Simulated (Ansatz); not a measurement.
# In2O3 (R-3c): the equilibrium volume, part 2 of 2

At what volume is In2O3 (R-3c) free of pressure?

Ansatz 0.2.0; DFT PBEsol, scalar-relativistic, plane waves, PAW. Earlier steps stand in the parts before.

## (3) Full relaxation

Contents of input.yaml:

```yaml
crystal:
  lattice:
    - [2.7581043173, 1.59239227, 4.8636867567]
    - [-2.7581043173, 1.59239227, 4.8636867567]
    - [0.0, -3.18478454, 4.8636867567]
  atoms:
    - { symbol: In, position: [0.642884, 0.642884, 0.642884] }
    - { symbol: In, position: [0.857116, 0.857116, 0.857116] }
    - { symbol: In, position: [0.357116, 0.357116, 0.357116] }
    - { symbol: In, position: [0.142884, 0.142884, 0.142884] }
    - { symbol: O, position: [0.0464953, 0.75, 0.4535047] }
    - { symbol: O, position: [0.75, 0.4535047, 0.0464953] }
    - { symbol: O, position: [0.4535047, 0.0464953, 0.75] }
    - { symbol: O, position: [0.9535047, 0.25, 0.5464953] }
    - { symbol: O, position: [0.5464953, 0.9535047, 0.25] }
    - { symbol: O, position: [0.25, 0.5464953, 0.9535047] }
basis:
  ecutwfc: 420
kpoints:
  mp_grid: { grid: [6, 6, 6] }
hamiltonian:
  xc: pbesol
scf:
  occupations: { method: gaussian, width: 0.02 }
output:
  forces: true
  stress: true
  eigenvalues: true
  write_density: true
  write_potential: true
  elf: true
  volumetric_format: npy
relax:
  adjacent_minimum: "off"
  f_tol: 0.005
  max_steps: 80
  cell: { stress_tol: 0.05 }
```

Started as:

```
ansatz run input.yaml --threads 8 --pin off --max-ram 16384MiB --backend cpu --events-out ev --progress --plain --runs-dir out
```

What it wrote:

```text
Warning: RAYON_NUM_THREADS=8 ignored (pool sized by the plan → 8); use --threads N
Engine: ansatz 0.2.0, aarch64-unknown-linux-gnu
Pseudopotentials: kind: paw
Pseudopotential: In, paw, valence charge 13, recommended cutoff 420 eV (normal), In.paw.azcp
Pseudopotential: O, paw, valence charge 6, recommended cutoff 420 eV (normal), O.paw.azcp
Functional definition: PBEsol
  exchange = pbesol_x
  correlation = pbesol_c
Crystal: 10 atoms, lattice volume = 128.167 Å³
Basis set: ecut = 420 eV, 2519 PW (Γ), exchange–correlation on 80×80×80 points (8 copies of the dense FFT grid, shifted against one another)
Bands: 54, of which v1, the nominal top of the filled ones, is band 44 counted from 1 (43 counted from 0)
Symmetry: 12 space group operations
Space group: R-3c (ITA 167), of the structure as read, at distance tolerance 5.0e-5 Å
k-points: 32 of 216
Non-local potential: In, projectors of the file, l = 0: 2, l = 1: 2, l = 2: 2, l = 3: 2
Non-local potential: O, projectors of the file, l = 0: 2, l = 1: 2, l = 2: 1
PAW form: soft (Blöchl's): semilocal exchange-correlation on the pseudo side does not see the compensation charge
PAW frozen core: In, regenerated for the run's functional, and the local potential with it (the file was generated under x = pbe(κ = 0.804, μ = 0.2195149727645171), c = pbe(β = 0.06672455060314922))
PAW frozen core: O, regenerated for the run's functional, and the local potential with it (the file was generated under x = pbe(κ = 0.804, μ = 0.2195149727645171), c = pbe(β = 0.06672455060314922))
PAW one-centre angular grid: In, 590 points (default); XC on 64 Gauss nodes
PAW one-centre angular grid: O, 110 points (default); XC on 64 Gauss nodes
Initial density: superposition of atomic densities (neutral atoms: chi_scale 0, normalization atom), corrected by the library's trained network
Initial wavefunctions: pseudopotential atomic-orbital guess
Functional: x = pbesol(κ = 0.804, μ = 0.12345679012345678), c = pbesol(β = 0.046)
SCF iter   1: F=—  HF=-25467.660167 eV  |F-HF|=—  |Δ(HF+E_count)|=         —  Δρ=1.67e-2  dr2=2.92e-1  ethr=1.77e-3  ⟨swp⟩=6.3  Hψ=7103  notcnv=0  defer=5
preconditioner: auto → Resta (q_TF=auto, 2.563 Å⁻¹)  ε∞=4.7  [insulator: Δε(μ)=0.937 eV  Ē_g=16.077 eV  σ=0.020 eV  W_gap=1.00  n_scr=32 (ndim 8)  ℏωp=30.8 eV  f_vac=0.023  D(μ)=0.00/eV (n_scr^D=0)  ε∞_Penn≈4.7]
SCF iter   2: F=—  HF=-25467.581730 eV  |F-HF|=—  |Δ(HF+E_count)|=   7.84e-2  Δρ=3.10e-3  dr2=5.92e-3  ethr=3.31e-4  ⟨swp⟩=2.0  Hψ=2688  notcnv=0  defer=151
SCF iter   3: F=—  HF=-25467.580305 eV  |F-HF|=—  |Δ(HF+E_count)|=   1.42e-3  Δρ=1.22e-3  dr2=1.30e-3  ethr=6.72e-6  ⟨swp⟩=2.2  Hψ=2909  notcnv=0  defer=151
SCF iter   4: F=—  HF=-25467.580211 eV  |F-HF|=—  |Δ(HF+E_count)|=   9.41e-5  Δρ=3.91e-4  dr2=1.63e-4  ethr=1.48e-6  ⟨swp⟩=2.0  Hψ=2222  notcnv=0  defer=151
SCF iter   5: F=—  HF=-25467.580227 eV  |F-HF|=—  |Δ(HF+E_count)|=   1.55e-5  Δρ=5.82e-5  dr2=6.68e-6  ethr=1.86e-7  ⟨swp⟩=2.0  Hψ=2837  notcnv=0  defer=151
SCF iter   6: F=—  HF=-25467.580235 eV  |F-HF|=—  |Δ(HF+E_count)|=   7.78e-6  Δρ=8.36e-6  dr2=1.35e-7  ethr=7.59e-9  ⟨swp⟩=2.2  Hψ=2379  notcnv=0  defer=151
SCF iter   7: F=-25467.580235 eV  HF=-25467.580235 eV  |F-HF|=4.59e-9  |Δ(HF+E_count)|=   1.04e-7  Δρ=1.95e-6  dr2=6.65e-9  ethr=1.14e-10  ⟨swp⟩=13.8  Hψ=12476  notcnv=0
SCF 1 converged in 7 iterations: F = -25467.580235 eV  dr2 = 6.65e-9
relax step   1: F+E_penalty+E_count = -25467.58023466 eV  Δ(F+E_penalty+E_count) = +0.000e0 eV  max|allowed force component| = 3.094e-2 eV/Å  Δτ_max = 0.0000 Å  P = -0.767 GPa  Ω = 128.167 Å³  (7 SCF iters, dr2 threshold 1.00e-7 eV, accepted)
Crystal: 10 atoms, lattice volume = 127.447 Å³
Basis set: ecut = 420 eV, 2489 PW (Γ), exchange–correlation on 80×80×80 points (8 copies of the dense FFT grid, shifted against one another)
Initial density: handed on by an earlier stage of this run
Initial wavefunctions: those handed on with the density
iter 1 solved again at ethr=1.46e-6 eV; its pass at ethr=3.10e-3 eV (dr2=1.29e-3 eV) is discarded
SCF iter   1: F=—  HF=-25467.585902 eV  |F-HF|=—  |Δ(HF+E_count)|=         —  Δρ=1.26e-3  dr2=1.25e-3  ethr=1.46e-6  ⟨swp⟩=3.0  Hψ=8207  notcnv=0
preconditioner: auto → Resta (q_TF=auto, 2.565 Å⁻¹)  ε∞=4.7  [insulator: Δε(μ)=1.119 eV  Ē_g=16.146 eV  σ=0.020 eV  W_gap=1.00  n_scr=32 (ndim 8)  ℏωp=30.9 eV  f_vac=0.016  D(μ)=0.00/eV (n_scr^D=0)  ε∞_Penn≈4.7]
SCF iter   2: F=—  HF=-25467.585497 eV  |F-HF|=—  |Δ(HF+E_count)|=   4.05e-4  Δρ=5.18e-4  dr2=1.97e-4  ethr=1.42e-6  ⟨swp⟩=2.9  Hψ=3553  notcnv=0
SCF iter   3: F=—  HF=-25467.585447 eV  |F-HF|=—  |Δ(HF+E_count)|=   5.01e-5  Δρ=1.47e-4  dr2=3.14e-5  ethr=2.24e-7  ⟨swp⟩=2.0  Hψ=2368  notcnv=0
SCF iter   4: F=—  HF=-25467.585445 eV  |F-HF|=—  |Δ(HF+E_count)|=   2.18e-6  Δρ=5.78e-5  dr2=6.16e-6  ethr=3.57e-8  ⟨swp⟩=2.1  Hψ=2266  notcnv=0
SCF iter   5: F=-25467.585446 eV  HF=-25467.585446 eV  |F-HF|=1.53e-7  |Δ(HF+E_count)|=   3.84e-7  Δρ=1.34e-5  dr2=3.35e-7  ethr=1.14e-9  ⟨swp⟩=7.3  Hψ=12211  notcnv=0
SCF 2 converged in 5 iterations: F = -25467.585446 eV  dr2 = 3.35e-7
relax step   2: F+E_penalty+E_count = -25467.58544571 eV  Δ(F+E_penalty+E_count) = -5.211e-3 eV  max|allowed force component| = 1.304e-2 eV/Å  Δτ_max = 0.0058 Å  P = +0.104 GPa  Ω = 127.447 Å³  energy of the carried Pulay correction = +3.223e-3 eV  (5 SCF iters, dr2 threshold 1.00e-6 eV, accepted)
Crystal: 10 atoms, lattice volume = 127.536 Å³
iter 1 solved again at ethr=4.35e-8 eV; its pass at ethr=3.10e-3 eV (dr2=3.83e-5 eV) is discarded
SCF iter   1: F=—  HF=-25467.585135 eV  |F-HF|=—  |Δ(HF+E_count)|=         —  Δρ=2.35e-4  dr2=3.77e-5  ethr=4.35e-8  ⟨swp⟩=2.1  Hψ=6617  notcnv=0
preconditioner: auto → Resta (q_TF=auto, 2.565 Å⁻¹)  ε∞=4.7  [insulator: Δε(μ)=1.114 eV  Ē_g=16.139 eV  σ=0.020 eV  W_gap=1.00  n_scr=32 (ndim 8)  ℏωp=30.8 eV  f_vac=0.017  D(μ)=0.00/eV (n_scr^D=0)  ε∞_Penn≈4.7]
SCF iter   2: F=—  HF=-25467.585124 eV  |F-HF|=—  |Δ(HF+E_count)|=   1.06e-5  Δρ=1.01e-4  dr2=5.84e-6  ethr=4.29e-8  ⟨swp⟩=2.0  Hψ=2368  notcnv=0
SCF iter   3: F=—  HF=-25467.585122 eV  |F-HF|=—  |Δ(HF+E_count)|=   1.75e-6  Δρ=2.19e-5  dr2=5.11e-7  ethr=6.63e-9  ⟨swp⟩=2.0  Hψ=2374  notcnv=0
SCF iter   4: F=—  HF=-25467.585122 eV  |F-HF|=—  |Δ(HF+E_count)|=   3.70e-8  Δρ=1.08e-5  dr2=1.28e-7  ethr=5.81e-10  ⟨swp⟩=2.0  Hψ=2903  notcnv=0
SCF iter   5: F=-25467.585122 eV  HF=-25467.585122 eV  |F-HF|=6.69e-10  |Δ(HF+E_count)|=   2.60e-8  Δρ=1.84e-6  dr2=7.47e-9  ethr=4.66e-11  ⟨swp⟩=8.4  Hψ=9934  notcnv=0
SCF 3 converged in 5 iterations: F = -25467.585122 eV  dr2 = 7.47e-9
relax step   3: F+E_penalty+E_count = -25467.58512237 eV  Δ(F+E_penalty+E_count) = +3.233e-4 eV  max|allowed force component| = 3.904e-3 eV/Å  Δτ_max = 0.0013 Å  P = -0.002 GPa  Ω = 127.536 Å³  energy of the carried Pulay correction = +2.827e-3 eV  (5 SCF iters, dr2 threshold 4.10e-8 eV, accepted)
Initial wavefunctions: pseudopotential atomic-orbital guess (no wavefunctions were taken with the density)
iter 1 solved again at ethr=9.54e-9 eV; its pass at ethr=3.10e-3 eV (dr2=8.40e-6 eV) is discarded
SCF iter   1: F=—  HF=-25467.582323 eV  |F-HF|=—  |Δ(HF+E_count)|=         —  Δρ=4.93e-5  dr2=4.56e-7  ethr=9.54e-9  ⟨swp⟩=4.0  Hψ=12422  notcnv=0
preconditioner: auto → Resta (q_TF=auto, 2.565 Å⁻¹)  ε∞=4.7  [insulator: Δε(μ)=1.114 eV  Ē_g=16.140 eV  σ=0.020 eV  W_gap=1.00  n_scr=32 (ndim 8)  ℏωp=30.8 eV  f_vac=0.017  D(μ)=0.00/eV (n_scr^D=0)  ε∞_Penn≈4.7]
SCF iter   2: F=—  HF=-25467.582319 eV  |F-HF|=—  |Δ(HF+E_count)|=   4.00e-6  Δρ=2.39e-5  dr2=1.23e-7  ethr=5.18e-10  ⟨swp⟩=2.0  Hψ=3125  notcnv=0
SCF iter   3: F=—  HF=-25467.582319 eV  |F-HF|=—  |Δ(HF+E_count)|=   1.59e-7  Δρ=8.22e-6  dr2=1.26e-8  ethr=1.39e-10  ⟨swp⟩=2.0  Hψ=2188  notcnv=0
SCF iter   4: F=—  HF=-25467.582319 eV  |F-HF|=—  |Δ(HF+E_count)|=   1.92e-8  Δρ=4.32e-7  dr2=2.40e-10  ethr=1.43e-11  ⟨swp⟩=2.0  Hψ=3136  notcnv=0
SCF iter   5: F=-25467.582319 eV  HF=-25467.582319 eV  |F-HF|=3.64e-12  |Δ(HF+E_count)|=  5.82e-11  Δρ=1.11e-7  dr2=3.04e-11  ethr=1.00e-12  ⟨swp⟩=5.6  Hψ=7559  notcnv=0
SCF 4 converged in 5 iterations: F = -25467.582319 eV  dr2 = 3.04e-11
relax step   4: F+E_penalty+E_count = -25467.58231874 eV  Δ(F+E_penalty+E_count) = +2.804e-3 eV  max|allowed force component| = 4.006e-3 eV/Å  Δτ_max = 0.0000 Å  P = -0.034 GPa  Ω = 127.536 Å³  stress off target by 5.05e-2 GPa  SCF on the basis re-selected at this cell (its energy is not comparable with the rows above)  (5 SCF iters)
basis re-selected at this cell: Δ(F+E_penalty+E_count) = +2.804e-3 eV, ΔP = -0.032 GPa vs the last step (what re-selecting the basis moved, of the pressure what is left beyond the Pulay correction that the steps carried, after the strain that the cell walked since its last selection, with what the two solves' SCF thresholds leave and, on support functions, any second-order correction that the steps lacked; it is no measure of the basis error at this ecutwfc). This SCF's stress stands 5.05e-2 GPa from its target on what of the cell is left free (relax.cell.stress_tol is 5.00e-2 GPa) and its largest allowed force component is 4.01e-3 eV/Å (relax.f_tol is 5.00e-3 eV/Å): not within both, so this SCF does not close the relaxation
Crystal: 10 atoms, lattice volume = 127.519 Å³
iter 1 solved again at ethr=1.46e-9 eV; its pass at ethr=3.10e-3 eV (dr2=1.28e-6 eV) is discarded
SCF iter   1: F=—  HF=-25467.582393 eV  |F-HF|=—  |Δ(HF+E_count)|=         —  Δρ=4.05e-5  dr2=1.34e-6  ethr=1.46e-9  ⟨swp⟩=3.2  Hψ=6918  notcnv=0
preconditioner: auto → Resta (q_TF=auto, 2.565 Å⁻¹)  ε∞=4.7  [insulator: Δε(μ)=1.115 eV  Ē_g=16.141 eV  σ=0.020 eV  W_gap=1.00  n_scr=32 (ndim 8)  ℏωp=30.8 eV  f_vac=0.017  D(μ)=0.00/eV (n_scr^D=0)  ε∞_Penn≈4.7]
SCF iter   2: F=—  HF=-25467.582395 eV  |F-HF|=—  |Δ(HF+E_count)|=   1.68e-6  Δρ=1.67e-5  dr2=1.99e-7  ethr=1.46e-9  ⟨swp⟩=2.1  Hψ=2838  notcnv=0
SCF iter   3: F=—  HF=-25467.582395 eV  |F-HF|=—  |Δ(HF+E_count)|=   3.93e-8  Δρ=5.31e-6  dr2=2.95e-8  ethr=2.26e-10  ⟨swp⟩=2.0  Hψ=2374  notcnv=0
SCF iter   4: F=-25467.582395 eV  HF=-25467.582395 eV  |F-HF|=9.46e-11  |Δ(HF+E_count)|=  1.75e-10  Δρ=1.88e-6  dr2=4.49e-9  ethr=7.24e-12  ⟨swp⟩=7.3  Hψ=9649  notcnv=0
SCF 5 converged in 4 iterations: F = -25467.582395 eV  dr2 = 4.49e-9
relax step   5: F+E_penalty+E_count = -25467.58239456 eV  Δ(F+E_penalty+E_count) = -7.582e-5 eV  max|allowed force component| = 1.369e-3 eV/Å  Δτ_max = 0.0002 Å  P = -0.008 GPa  Ω = 127.519 Å³  energy of the carried Pulay correction = +6.978e-5 eV  (4 SCF iters, dr2 threshold 6.37e-9 eV, accepted)
iter 1 solved again at ethr=8.59e-9 eV; its pass at ethr=3.10e-3 eV (dr2=7.56e-6 eV) is discarded
SCF iter   1: F=—  HF=-25467.582296 eV  |F-HF|=—  |Δ(HF+E_count)|=         —  Δρ=3.07e-6  dr2=5.71e-9  ethr=8.59e-9  ⟨swp⟩=4.1  Hψ=12624  notcnv=0
preconditioner: auto → Resta (q_TF=auto, 2.565 Å⁻¹)  ε∞=4.7  [insulator: Δε(μ)=1.115 eV  Ē_g=16.140 eV  σ=0.020 eV  W_gap=1.00  n_scr=32 (ndim 8)  ℏωp=30.8 eV  f_vac=0.017  D(μ)=0.00/eV (n_scr^D=0)  ε∞_Penn≈4.7]
SCF iter   2: F=—  HF=-25467.582298 eV  |F-HF|=—  |Δ(HF+E_count)|=   2.59e-6  Δρ=1.54e-6  dr2=2.18e-9  ethr=6.49e-12  ⟨swp⟩=2.9  Hψ=3673  notcnv=0
SCF iter   3: F=—  HF=-25467.582298 eV  |F-HF|=—  |Δ(HF+E_count)|=  9.68e-10  Δρ=6.89e-7  dr2=4.74e-10  ethr=2.48e-12  ⟨swp⟩=2.3  Hψ=2479  notcnv=0
SCF iter   4: F=-25467.582298 eV  HF=-25467.582298 eV  |F-HF|=1.09e-11  |Δ(HF+E_count)|=  6.91e-11  Δρ=1.59e-7  dr2=1.37e-11  ethr=1.00e-12  ⟨swp⟩=4.8  Hψ=8636  notcnv=0
SCF 6 converged in 4 iterations: F = -25467.582298 eV  dr2 = 1.37e-11
relax step   6: F+E_penalty+E_count = -25467.58229833 eV  Δ(F+E_penalty+E_count) = +9.622e-5 eV  max|allowed force component| = 1.388e-3 eV/Å  Δτ_max = 0.0000 Å  P = -0.008 GPa  Ω = 127.519 Å³  stress off target by 1.14e-2 GPa  SCF on the basis re-selected at this cell (its energy is not comparable with the rows above)  (4 SCF iters)
basis re-selected at this cell: Δ(F+E_penalty+E_count) = +9.622e-5 eV, ΔP = -0.000 GPa vs the last step (what re-selecting the basis moved, of the pressure what is left beyond the Pulay correction that the steps carried, after the strain that the cell walked since its last selection, with what the two solves' SCF thresholds leave and, on support functions, any second-order correction that the steps lacked; it is no measure of the basis error at this ecutwfc). This SCF's stress stands 1.14e-2 GPa from its target on what of the cell is left free (relax.cell.stress_tol is 5.00e-2 GPa) and its largest allowed force component is 1.39e-3 eV/Å (relax.f_tol is 5.00e-3 eV/Å): within both
SCF converged after 4 iterations
Free energy (F): -25467.582298 eV
Harris-Foulkes:  -25467.582298 eV  (|F-HF|=1.09e-11)
Internal energy: -25467.582298 eV  (E = F + TS)
E sigma→0 (E₀):  -25467.582298 eV
Fermi energy:    9.236726 eV
--- Per-component energies (eV) ---
  E_band       = 16.118872
  E_kinetic    = 2029.187067
  E_local      = -5894.868200  (includes V_loc(G=0)·N_el)
  E_nonlocal   = 1780.309185
  E_hartree    = 2257.687151
  E_xc         = -1284.362764
  E_vxc        = -953.445388  (∫ρ·V_xc dr)
  E_paw        = -17273.591552  (= ΣΔE_a)
  E_vpaw       = -1460.452279  (= ΣTr[D̂ρ^β])
  E_aug_tail   = 0.014318  (compensation charges beyond the density's cutoff)
  E_ewald      = -7083.112841
  E_core_change = 1.155337  (= ΣΔE_core)
  E_smearing   = -0.000000  (= −TS)
  E_closure    = 0.000000  (closes the sum)
  Σ components = -25467.582298   (vs F -25467.582298, Δ=0.00e0)
--- Forces (eV/Å), atoms counted from 1 ---
  atom   1  In    -0.00000000    -0.00000000    -0.00126779
  atom   2  In    -0.00000000     0.00000000     0.00126779
  atom   3  In     0.00000000     0.00000000     0.00126779
  atom   4  In     0.00000000    -0.00000000    -0.00126779
  atom   5  O      0.00069393     0.00120191     0.00000000
  atom   6  O      0.00069393    -0.00120191     0.00000000
  atom   7  O     -0.00138785    -0.00000000     0.00000000
  atom   8  O     -0.00069393    -0.00120191    -0.00000000
  atom   9  O      0.00138785     0.00000000    -0.00000000
  atom  10  O     -0.00069393     0.00120191    -0.00000000
  max |Σ_I F_I| component: 1.14e-17 eV/Å
--- Stress (GPa, compression-positive) ---
       -0.006603       0.000000      -0.000000
        0.000000      -0.006603       0.000000
       -0.000000       0.000000      -0.011417
  P = ⅓ Tr σ = -0.0082 GPa (-0.082 kbar)
--- Band table (eV; the first three rows and the last of 32) ---
  k-point 0: bands = ["-8.8559", "-7.9507", "-7.9507", "-7.7377", "-7.7377", "-7.6508", "-3.5926", "-3.5926", "-3.4395", "-3.4351", "-3.4351", "-3.3048", "-3.2802", "-3.2802", "-3.2367", "-3.2367", "-3.1829", "-3.1829", "-3.0670", "-3.0644", "-3.0644", "-3.0522", "-2.7684", "-2.7684", "-2.0588", "-2.0588", "2.9921", "3.3371", "4.6174", "4.6174", "5.3419", "5.6720", "6.0097", "6.0097", "6.1864", "7.9075", "7.9075", "8.1784", "8.2954", "8.2954", "8.4157", "8.4157", "8.6282", "8.6282", "9.7939", "14.0427", "14.7893", "15.7940", "17.7281", "17.7281", "17.8486", "18.0591", "18.3771", "18.3771"]
  k-point 1: bands = ["-8.7784", "-7.9418", "-7.9357", "-7.8081", "-7.7542", "-7.6763", "-3.5759", "-3.5622", "-3.4631", "-3.4432", "-3.4137", "-3.3227", "-3.2688", "-3.2638", "-3.2561", "-3.2401", "-3.1944", "-3.1807", "-3.0882", "-3.0620", "-3.0608", "-2.9806", "-2.7949", "-2.7517", "-2.1748", "-2.0967", "3.1105", "3.3314", "4.2926", "4.9874", "5.1464", "5.8314", "6.1493", "6.4127", "6.6255", "7.1175", "7.7780", "7.8185", "8.1692", "8.1832", "8.4045", "8.4706", "8.4793", "8.6222", "10.6981", "14.3564", "14.6499", "15.5135", "16.7395", "17.2885", "18.0916", "18.1620", "18.9049", "18.9622"]
  k-point 2: bands = ["-8.5676", "-8.0085", "-7.9087", "-7.8915", "-7.7987", "-7.7405", "-3.5531", "-3.5135", "-3.4587", "-3.4349", "-3.3892", "-3.3433", "-3.3069", "-3.2861", "-3.2483", "-3.2390", "-3.1873", "-3.1644", "-3.1270", "-3.0632", "-3.0556", "-2.9067", "-2.7614", "-2.7046", "-2.4032", "-2.2315", "3.3613", "3.5861", "3.8523", "5.0337", "5.5652", "5.9756", "6.1388", "6.6147", "6.9998", "7.1230", "7.4080", "7.4656", "8.0031", "8.0408", "8.0673", "8.1456", "8.5417", "8.6789", "12.1236", "14.4187", "14.5475", "14.8146", "16.3558", "16.9238", "17.8426", "18.4909", "18.6383", "18.8281"]
  k-point 31: bands = ["-8.2917", "-8.2917", "-7.8467", "-7.8467", "-7.8467", "-7.8467", "-3.4895", "-3.4895", "-3.4737", "-3.4737", "-3.4737", "-3.4737", "-3.3027", "-3.3027", "-3.3027", "-3.3027", "-3.0807", "-3.0807", "-3.0807", "-3.0807", "-2.9621", "-2.9621", "-2.5008", "-2.5008", "-2.5008", "-2.5008", "3.6407", "3.6407", "5.0280", "5.0280", "5.7414", "5.7414", "5.7414", "5.7414", "6.6679", "6.6679", "7.5726", "7.5726", "7.5726", "7.5726", "8.4845", "8.4845", "8.4845", "8.4845", "12.9471", "12.9471", "15.7041", "15.7041", "16.8031", "16.8031", "18.2575", "18.2575", "18.2575", "18.2575"]
--- Relaxed structure (4 steps of the walk, 4 accepted, 2 SCFs on fresh bases) ---
  F+E_penalty+E_count = -25467.58229833 eV   max|allowed force component| = 1.388e-3 eV/Å   (the final SCF, on the basis selected at the relaxed cell)
  cell:  # Å, volume = 127.5188 Å³
    - [2.7562186975554215, 1.5913036069791022, 4.845698029723572]
    - [-2.7562186975554215, 1.5913036069791022, 4.845698029723572]
    - [3.9284250424468574e-35, -3.1826072139582045, 4.845698029723572]
  atoms:
    - { symbol: In, position: [0.6425527983864255, 0.6425527983864255, 0.6425527983864255] }
    - { symbol: In, position: [0.8574472016135745, 0.8574472016135745, 0.8574472016135745] }
    - { symbol: In, position: [0.3574472016135745, 0.3574472016135745, 0.3574472016135745] }
    - { symbol: In, position: [0.14255279838642548, 0.14255279838642548, 0.14255279838642548] }
    - { symbol: O, position: [0.045855556336705294, 0.75, 0.45414444366329476] }
    - { symbol: O, position: [0.75, 0.45414444366329476, 0.045855556336705294] }
    - { symbol: O, position: [0.4541444436632948, 0.04585555633670518, 0.75] }
    - { symbol: O, position: [0.9541444436632948, 0.2500000000000001, 0.5458555563367052] }
    - { symbol: O, position: [0.5458555563367052, 0.9541444436632949, 0.25] }
    - { symbol: O, position: [0.2500000000000001, 0.5458555563367052, 0.9541444436632948] }
```

Wall time 11 s (8 threads of Arm Neoverse V2, shared host); peak memory 0.73 GiB.

How the relaxation went:

```tsv
step	energy from step 1 (meV/atom)	largest force component (eV/Å)	pressure (GPa)	volume (Å³/atom)
1	0.0	0.031	-0.77	12.817
2	-0.5	0.013	0.10	12.745
3	-0.5	0.004	0.00	12.754
4	-0.2	0.004	-0.03	12.754
5	-0.2	0.001	-0.01	12.752
6	-0.2	0.001	-0.01	12.752
```

Step 1 is the start. Step 4 repeats a cell on a basis chosen anew, so the energy can jump there without a move. Step 6 repeats the geometry before it on a plane-wave basis chosen anew for the final cell, which leaves the energy as it was.

This gives: volume 12.752 Å³/atom, pressure -0.01 GPa, mesh gap 1.12 eV.

## (4) The cell, before and after

How the cell compares, before and after:

| cell as typed | before | after | change |
| --- | --- | --- | --- |
| a (Å) | 5.814 | 5.797 | -0.3 % |
| b (Å) | 5.814 | 5.797 | -0.3 % |
| c (Å) | 5.814 | 5.797 | -0.3 % |
| α (°) | 56.64 | 56.77 | +0.13° |
| β (°) | 56.64 | 56.77 | +0.13° |
| γ (°) | 56.64 | 56.77 | +0.13° |
| volume (Å³/atom) | 12.817 | 12.752 | -0.5 % |
| shortest distance (Å) | 2.133 | 2.131 | -0.1 % |
| space group | R-3c | R-3c | same |

## (5) Outcome

This closing draws on all 2 parts. Changes of volume or cell count from the first structure of part 1.

```
         quantity                                                                        value
           volume                                                               12.752 Å³/atom
         pressure                                                                    -0.01 GPa
conventional cell  a = 5.512 Å, b = 5.512 Å, c = 14.537 Å, α = 90.00°, β = 90.00°, γ = 120.00°
  gap on the mesh                                                                      1.12 eV
```

**Reading.** Over the 2 runs shown the cell moved from 12.82 to 12.75 Å³/atom, a change of -0.5 %, where the pressure is zero within 0.01 GPa.

These are semilocal Kohn-Sham gaps, which aren't the measured quantity. Such gaps usually fall short of the measured ones. Spin-orbit coupling is left out, though the cell holds In; it can move the gap.
